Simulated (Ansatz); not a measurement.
Crystal: MgS (Niningerite).

```
S Mg
1.0
     0.00000    2.60165    2.60165
     2.60165    0.00000    2.60165
     2.60165    2.60165    0.00000
S Mg
1 1
Direct
  0.50000 0.50000 0.50000
  0.00000 0.00000 0.00000
```

- Program: Ansatz 0.2.0
- Task: relaxation of cell and atoms
- Functional: LDA
- Potentials or basis: JTH PAW
- Cutoff: 900 eV
- Density cutoff: 3600 eV
- k mesh: 6 × 6 × 6
- Occupations: fermi-dirac, width 0.1 eV
- Spin: no spin polarisation

At the start: pressure -3.2 GPa; volume 17.61 Å³/atom.

Problem. How do energy, volume and symmetry change on relaxing?

Solution. Over 4 steps the energy falls by 7.4 meV/atom and the volume is 16.89 Å³/atom (-4.1 %); space group Fm-3m (No. 225, to 0.05 Å).

Step by step:
```tsv
step	energy change (eV)	largest force (eV/Å)	pressure (GPa)	volume (Å³)
1	0.0000	0.0000	-3.18	35.22
2	-0.0048	0.0000	-2.65	34.96
3	-0.0147	0.0000	0.13	33.73
4	-0.0148	0.0000	0.00	33.78
```

Final structure:
```
CELL_PARAMETERS angstrom
0.00000 2.56584 2.56584
2.56584 0.00000 2.56584
2.56584 2.56584 0.00000
ATOMIC_POSITIONS crystal
S 0.50000 0.50000 0.50000
Mg 0.00000 0.00000 0.00000
```
